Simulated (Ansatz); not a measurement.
## What spin–orbit coupling does to the bands of Re

```
Re
1.0
     0.00000    1.97500    1.97500
     1.97500    0.00000    1.97500
     1.97500    1.97500    0.00000
Re
1
Direct
  0.00000 0.00000 0.00000
```

The conventional cell has a = 3.950 Å, b = 3.950 Å, c = 3.950 Å, α = 90.00°, β = 90.00°, γ = 90.00°. Around Re (atom 1) lie 12 Re at 2.79 Å.

The cell comes from COD entry 1534939, which wasn't checked; take it as a given geometry.

Methods: DFT, PBE, all-electron LAPW, scalar-relativistic (Ansatz 0.2.0); DFT, PBE, all-electron LAPW, Dirac equation with spin-orbit coupling (Ansatz 0.2.0).

Sampling and basis: a Γ-centred 14×14×14 k mesh, Fermi–Dirac smearing of 0.05 eV, basis error target 0.25 meV/atom, no spin polarisation.

Levels between -6 and 4 eV, each run counted from its own valence-band top where it has a gap, else its Fermi level. Scalar levels are listed once for both spins; with the coupling every spinor state is counted. Levels near the edges of the range can cross them.

Question: At Γ (0.000, 0.000, 0.000) the scalar-relativistic levels are -1.78 (×3), 1.21 (×2). What are they with spin–orbit coupling?

Answer: -2.04 (×4), -1.44 (×2), 1.28 (×4).

Question: At W (0.500, 0.250, 0.750) the scalar-relativistic levels are -4.69, -3.05 (×2), 0.19. What are they with spin–orbit coupling?

Answer: -4.75 (×2), -3.21 (×2), -3.06 (×2), 0.21 (×2).
